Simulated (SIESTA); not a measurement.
Runs of SIESTA 5.4.2 on Si. Symmetry: Fd-3m, No. 227, cubic system. The conventional cell has a = 5.444 Å, b = 5.444 Å, c = 5.444 Å, α = 90.00°, β = 90.00°, γ = 90.00°. Si (site symmetry -43m) has 4 Si at 2.36 Å as nearest neighbours. 

| task | level | potentials or basis | cell | optimiser | force tolerance | energy shift | gap on the mesh (eV) | pressure (GPa) |
| --- | --- | --- | --- | --- | --- | --- | --- | --- |
| relaxation of cell and atoms | PBE | PseudoDojo 0.4 standard (PBE files), DZP (energy shift 0.003 Ry) | relaxed to 10 GPa | CG | 0.01 eV/Å | 0.003 Ry | 0.51 | 9.9 |
| band structure | PBE | PseudoDojo 0.4 standard (PBE files), TZP (energy shift 0.01 Ry) | as given | - | - | 0.01 Ry | 0.59 | (b) |
| band structure | PBE | PseudoDojo 0.4 standard (PBE files), SZ (energy shift 0.003 Ry) | as given | - | - | 0.003 Ry | (a) | 9.9 |
| band structure | PBEsol | PseudoDojo 0.4 standard (PBEsol files), DZP (energy shift 0.003 Ry) | as given | - | - | 0.003 Ry | 0.51 | 0.8 |
| band structure | PBE | SG15 1.2 (PBE files) or PseudoDojo by element, DZP (energy shift 0.003 Ry) | as given | - | - | 0.003 Ry | 0.60 | 3.1 |

Alike in all rows: no spin polarisation; k mesh 8 × 8 × 8; smearing fermi-dirac 0.05 eV; grid cutoff 500 Ry.

Question: Estimate the missing entries.

Answer: (a) 2.08; (b) 2.0.

Caveats: the basis of atomic orbitals isn't converged, which shifts pressures, moduli and gaps; the basis has no polarisation orbitals (some runs).

A k mesh can miss the band edges.
